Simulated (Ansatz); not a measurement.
The system is HgTe.

```
CELL_PARAMETERS angstrom
-3.04560 3.04560 1.55941
3.04560 -3.04560 1.55941
3.04560 3.04560 -1.55941
ATOMIC_POSITIONS crystal
Hg 0.75000 0.25000 0.50000
Te 0.00000 0.00000 0.00000
```

Measurements of this composition are mostly on another form, of space group No. 216.

| Item | Value |
| --- | --- |
| Program | Ansatz 0.2.0 |
| Task | relaxation of cell and atoms |
| Functional | PBE |
| Potentials or basis | Ansatz PAW |
| Cutoff | 420 eV (not typed: the program's choice for these potentials) |
| k mesh | 10 × 10 × 10 |
| Occupations | fermi-dirac, width 0.05 eV |
| Spin | no spin polarisation |

At the start: volume 28.93 Å³/atom.

**Question.** How do energy, volume and symmetry change on relaxing?

**Answer.** It ends after 6 steps and the volume is 28.60 Å³/atom (-1.1 %); space group I-4m2 (No. 119, to 0.05 Å).

The path:
```
step  energy change (eV)  largest force (eV/Å)  volume (Å³)
   1              0.0000                0.0000        57.86
   2             -0.0405                0.0000        57.54
   3             -0.0420                0.0000        55.93
   4             -0.0495                0.0000        57.53
   5             -0.0498                0.0000        57.20
   6             -0.0496                0.0000        57.20
```

Final structure:
```
Hg Te
1.0
    -2.95580    2.95580    1.63670
     2.95580   -2.95580    1.63670
     2.95580    2.95580   -1.63670
Hg Te
1 1
Direct
  0.75000 0.25000 0.50000
  0.00000 0.00000 0.00000
```

Caveat: the plane-wave basis is chosen anew once the cell has moved, so the energies of steps on either side of that aren't comparable.
